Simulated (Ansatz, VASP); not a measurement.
Given: the input of a run of VASP 6.6.1 on SiC (Moissanite 3C).

Contents of INCAR:

```
SYSTEM = SiC
  PREC = Accurate
  ENCUT = 520
  EDIFF = 1E-6
  ISMEAR = 0
  SIGMA = 0.012
  LREAL = .FALSE.
  LASPH = .TRUE.
  NELM = 100
  ALGO = Normal
  ISIF = 2
  LWAVE = .FALSE.
  LCHARG = .FALSE.
  GGA = PE
```

Contents of KPOINTS:

```
regular mesh
0
G
  10 10 10
  0 0 0
```

POSCAR

```
SiC
1.0
    0.0000000000      2.1790000000      2.1790000000
    2.1790000000      0.0000000000      2.1790000000
    2.1790000000      2.1790000000      0.0000000000
Si C
1 1
Direct
    0.0000000000      0.0000000000      0.0000000000
    0.7500000000      0.7500000000      0.7500000000
```

Potentials or basis: VASP PAW PBE potentials, release 64 (Si, C).

Command:

```bash
$ cat potpaw_PBE.64/Si/POTCAR potpaw_PBE.64/C/POTCAR > POTCAR
$ mpirun -np 1 vasp_std > vasp.out
```

Q: Translate it to Ansatz 0.2.0. Potentials there: Ansatz PAW.

A: As run (the cutoff follows the program's own potentials):

input.yaml

```yaml
crystal:
  lattice:
    - [0.0, 2.179, 2.179]
    - [2.179, 0.0, 2.179]
    - [2.179, 2.179, 0.0]
  atoms:
    - { symbol: Si, position: [0.0, 0.0, 0.0] }
    - { symbol: C, position: [0.75, 0.75, 0.75] }
hamiltonian:
  xc: pbe
  pseudopotentials: { kind: paw }
kpoints:
  mp_grid: { grid: [10, 10, 10] }
scf:
  occupations: { method: gaussian, width: 0.012 }
output:
  forces: true
  stress: true
  eigenvalues: true
```

Potentials or basis: Ansatz PAW.

Launch:

```console
$ ansatz run input.yaml --threads 2 --pin off --max-ram 5632MiB --backend cpu --events-out ev --progress --plain --runs-dir out
```

Both were run:

|  | VASP | Ansatz | Ansatz less VASP |
| --- | --- | --- | --- |
| gap on the k mesh at the Fermi level (eV) | 1.36 | 1.36 | +0.002 |
| least direct gap on the mesh (eV) | 4.54 | 4.55 | +0.004 |
| pressure (GPa) | 3.2 | 3.3 | +0.05 |

A k mesh can miss the band edges. PBE gaps usually lie below the measured ones, often by a third to a half.
